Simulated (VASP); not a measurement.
SiO2:

```
Si O
1.0
     4.98770    0.00000    0.00000
     0.00000    4.98770    0.00000
     0.00000    0.00000    6.96970
Si O
4 8
Direct
  0.29490 0.29490 0.00000
  0.20510 0.79490 0.25000
  0.70510 0.70510 0.50000
  0.79490 0.20510 0.75000
  0.24160 0.09680 0.17470
  0.40320 0.74160 0.42470
  0.75840 0.90320 0.67470
  0.59680 0.25840 0.92470
  0.74160 0.40320 0.57530
  0.90320 0.75840 0.32530
  0.25840 0.59680 0.07530
  0.09680 0.24160 0.82530
```

* Program: VASP 6.6.1
* Task: relaxation of cell and atoms
* Functional: PBEsol
* Potentials or basis: VASP PAW PBE potentials, release 64 (Si, O)
* Cutoff: 600 eV
* k mesh: 4 × 4 × 4
* Occupations: gaussian, width 0.02 eV
* Spin: no spin polarisation

At the start: pressure 7.0 GPa; volume 14.45 Å³/atom.

Question: How do energy, volume and symmetry change on relaxing?

Answer: Over 64 steps the energy falls by 13.6 meV/atom and the volume is 14.78 Å³/atom (+2.3 %); space group P4_12_12 (No. 92, to 0.05 Å).

Step by step:
| step | energy change (eV) | largest force (eV/Å) | pressure (GPa) | volume (Å³) |
| --- | --- | --- | --- | --- |
| 1 | 0.0000 | 0.6137 | 6.98 | 173.39 |
| 3 | -0.1503 | 0.3450 | 0.73 | 179.02 |
| 5 | -0.1045 | 0.7538 | -2.05 | 182.01 |
| 7 | -0.1607 | 0.0296 | -0.07 | 179.80 |
| 9 | -0.1611 | 0.0337 | 0.14 | 179.58 |
| 11 | -0.1614 | 0.0237 | 0.05 | 179.66 |
| 13 | -0.1615 | 0.0126 | -0.03 | 179.72 |
| 15 | -0.1616 | 0.0086 | -0.07 | 179.68 |
| 17 | -0.1617 | 0.0222 | -0.14 | 179.59 |
| 19 | -0.1617 | 0.0188 | -0.12 | 179.49 |
| 21 | -0.1618 | 0.0185 | -0.07 | 179.29 |
| 23 | -0.1619 | 0.0196 | 0.02 | 179.15 |
| 25 | -0.1619 | 0.0245 | 0.11 | 179.02 |
| 27 | -0.1621 | 0.0167 | 0.10 | 178.97 |
| 29 | -0.1622 | 0.0405 | 0.06 | 178.75 |
| 31 | -0.1623 | 0.0168 | 0.03 | 178.82 |
| 33 | -0.1624 | 0.0132 | -0.01 | 178.83 |
| 35 | -0.1624 | 0.0102 | -0.04 | 178.81 |
| 37 | -0.1625 | 0.0219 | -0.17 | 178.72 |
| 39 | -0.1625 | 0.0154 | -0.13 | 178.73 |
| 41 | -0.1626 | 0.0120 | -0.08 | 178.58 |
| 43 | -0.1627 | 0.0144 | -0.01 | 178.37 |
| 45 | -0.1627 | 0.0260 | 0.05 | 178.24 |
| 47 | -0.1628 | 0.0154 | 0.04 | 178.16 |
| 49 | -0.1629 | 0.0324 | 0.02 | 177.78 |
| 51 | -0.1630 | 0.0115 | -0.03 | 177.93 |
| 53 | -0.1630 | 0.0076 | -0.05 | 177.87 |
| 55 | -0.1631 | 0.0162 | -0.07 | 177.70 |
| 57 | -0.1631 | 0.0156 | 0.01 | 177.32 |
| 59 | -0.1631 | 0.0051 | -0.01 | 177.42 |
| 61 | -0.1631 | 0.0093 | 0.06 | 177.30 |
| 63 | -0.1631 | 0.0058 | 0.03 | 177.35 |
| 64 | -0.1632 | 0.0042 | 0.03 | 177.33 |

Final structure:
```
Si O
1.0
     5.03038    0.00000    0.00000
     0.00000    5.03038    0.00000
     0.00000    0.00000    7.00777
Si O
4 8
Direct
  0.29848 0.29848 0.00000
  0.20152 0.79848 0.25000
  0.70152 0.70152 0.50000
  0.79848 0.20152 0.75000
  0.23960 0.10225 0.17838
  0.39775 0.73960 0.42838
  0.76040 0.89775 0.67838
  0.60225 0.26040 0.92838
  0.73960 0.39775 0.57162
  0.89775 0.76040 0.32162
  0.26040 0.60225 0.07162
  0.10225 0.23960 0.82162
```

Caveat: the PAW data sets were made with another functional, which shifts forces and pressure a little.
